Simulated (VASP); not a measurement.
Write the native input for VASP 6.6.1 that does the following.

| Quantity | Value |
| --- | --- |
| Task | relaxation of cell and atoms |
| Functional | PBEsol |
| Potentials or basis | VASP PAW PBE potentials, release 64 (Al, N) |
| Cutoff | 600 eV |
| k mesh | 9 × 9 × 7 |
| Occupations | gaussian, width 0.01 eV |
| Spin | no spin polarisation |
| Target pressure | 10 GPa |
| Dipole correction | no |
| Further INCAR settings | ALGO = Fast; EDIFF = 1e-07; IBRION = 2; EDIFFG = -0.01; NSW = 70; ISIF = 8 |
| Target pressure | 10 GPa |

The structure of AlN lies in POSCAR:

```
AlN
1.0
    1.6089404887     -2.3329637086      0.0000000000
    1.6089404887      2.3329637086      0.0000000000
    0.0000000000      0.0000000000      5.1486095639
Al N
2 2
Direct
    0.0000000000      0.0000000000      0.0000000000
    0.6050273224      0.3949726776      0.5000000000
    0.0000000000      0.0000000000      0.3820000000
    0.6050273224      0.3949726776      0.8820000000
```

The cell was built by a generator and needn't be a form met in nature.

The input as run:

INCAR

```
ALGO = Fast
EDIFF = 1E-7
EDIFFG = -0.01
ENCUT = 600
GGA = PS
IBRION = 2
ISIF = 8
ISMEAR = 0
LASPH = True
LCHARG = False
LREAL = False
LWAVE = False
NELM = 60
NSW = 70
PREC = Accurate
PSTRESS = 100.0
SIGMA = 0.01
```

KPOINTS

```
k-points
0
Gamma
  9 9 7
```

Potentials or basis: VASP PAW PBE potentials, release 64 (Al, N).

The run is started by

```console
$ cat potpaw_PBE.64/Al/POTCAR potpaw_PBE.64/N/POTCAR > POTCAR
$ mpirun -np 1 vasp_std > vasp.out
```

It gave:

```yaml
Relaxed_volume: 9.91 Å³/atom
Relaxed_cell: a = 2.858 Å, b = 2.858 Å, c = 5.193 Å, α = 90.00°, β = 90.00°, γ = 110.82°
Space_group_after_relaxing_to_0.05_Å: Cmc2_1 (No. 36)
Energy_change_on_relaxing_the_enthalpy_is_what_falls: -92.0 meV/atom
Ionic_steps: 14
Pressure_after_relaxing: 10.0 GPa
Band_gap_on_the_k_mesh: 3.40 eV, direct
```

Caveat: the cell is relaxed towards a set pressure, so the enthalpy falls and the energy may rise; the PAW data sets were made with another functional, which shifts forces and pressure a little; an odd mesh through Γ misses points on the zone boundary, where band edges often lie.

Wall time 6.2 min on 1 thread of Intel(R) Xeon(R) Platinum 8259CL CPU @ 2.50GHz (Skylake/Cascade Lake), with other jobs on the host, peak memory 0.2 GiB.
